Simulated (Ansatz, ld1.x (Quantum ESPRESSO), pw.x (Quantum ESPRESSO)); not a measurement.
pw.x on bcc Al: one setting changed

Potential: norm-conserving Troullier–Martins (Kleinman–Bylander form), ld1.x (Quantum ESPRESSO) 7.5, PBE; core [Ne], reference 3s1.75 3p1.25; waves: 3s (bound): rc 1.70 bohr; 3p (bound): rc 1.85 bohr; 3d channel at 0.05 Ry: rc 1.95 bohr; local part: all-electron potential smoothed inside 1.80 bohr (lloc = -1); core correction: Bessel-smoothed model core, default radius (core density twice the valence density).

The reference run (k-mesh 14³, cutoffs 50/200 Ry, Fermi–Dirac 0.01 Ry, mixing_beta 0.4, conv_thr 1e-9, no spin) gives -0.58 GPa at 16.945 Å³/atom, where all-electron LAPW gives 0.07 GPa. This run, with its own iteration cap, changes degauss to 0.002.

```
&control
  calculation='scf', prefix='x', pseudo_dir='./', outdir='./tmp', tstress=.true., disk_io='none'
/
&system
  ibrav=0, nat=1, ntyp=1, ecutwfc=50, ecutrho=200, nbnd=8,
  occupations='smearing', smearing='fd', degauss=0.002
/
&electrons
  conv_thr=1e-09, mixing_beta=0.4, electron_maxstep=60
/
ATOMIC_SPECIES
Al 1.0 Al.UPF
CELL_PARAMETERS angstrom
  -1.61805716 1.61805716 1.61805716
  1.61805716 -1.61805716 1.61805716
  1.61805716 1.61805716 -1.61805716
ATOMIC_POSITIONS crystal
Al 0.0000 0.0000 0.0000
K_POINTS automatic
14 14 14 0 0 0
```

```bash
pw.x < Al.scf.in > Al.scf.out
```

Question: How does the run end?

Answer: It converges in 5 iterations; the free energy moves by +11.8 meV/atom and the pressure by +0.11 GPa. In a metal, with Fermi–Dirac smearing, F lies below its zero-width value by a term in the square of the width.

```
Message from routine setup:
     using ibrav=0 with symmetry is DISCOURAGED, use correct ibrav instead
     lattice parameter (alat)  =       5.2961  a.u.
     unit-cell volume          =     114.3505 (a.u.)^3
     number of electrons       =         3.00
     number of Kohn-Sham states=            8
     kinetic-energy cutoff     =      50.0000  Ry
     charge density cutoff     =     200.0000  Ry
     scf convergence threshold =      1.0E-09
     Exchange-correlation= PBE
     number of k points=   104  Fermi-Dirac smearing, width (Ry)=  0.0020
     iteration #  1     ecut=    50.00 Ry     beta= 0.40
     total energy              =      -9.11257537 Ry
     estimated scf accuracy    <       0.00455367 Ry
     iteration #  2     ecut=    50.00 Ry     beta= 0.40
     total energy              =      -9.11193569 Ry
     estimated scf accuracy    <       0.00141953 Ry
     iteration #  3     ecut=    50.00 Ry     beta= 0.40
     total energy              =      -9.11200103 Ry
     estimated scf accuracy    <       0.00000124 Ry
     iteration #  4     ecut=    50.00 Ry     beta= 0.40
     total energy              =      -9.11200169 Ry
     estimated scf accuracy    <          7.9E-09 Ry
     iteration #  5     ecut=    50.00 Ry     beta= 0.40
     the Fermi energy is     7.6816 ev
!    total energy              =      -9.11200170 Ry
     estimated scf accuracy    <          5.9E-10 Ry
     smearing contrib. (-TS)   =      -0.00011177 Ry
     The total energy is F=E-TS. E is the sum of the following terms:
     one-electron contribution =       2.90246363 Ry
     hartree contribution      =       0.00453084 Ry
     xc contribution           =      -6.66301836 Ry
     ewald contribution        =      -5.35586604 Ry
     convergence has been achieved in   5 iterations
          total   stress  (Ry/bohr**3)                   (kbar)     P=       -4.70
     Message from routine punch:
     Nothing written, as per user request (disk_io='none')
```

The run took about 5.1 s on one core of a shared host (Neoverse-V1, 32 threads, 247 GiB, load 21).
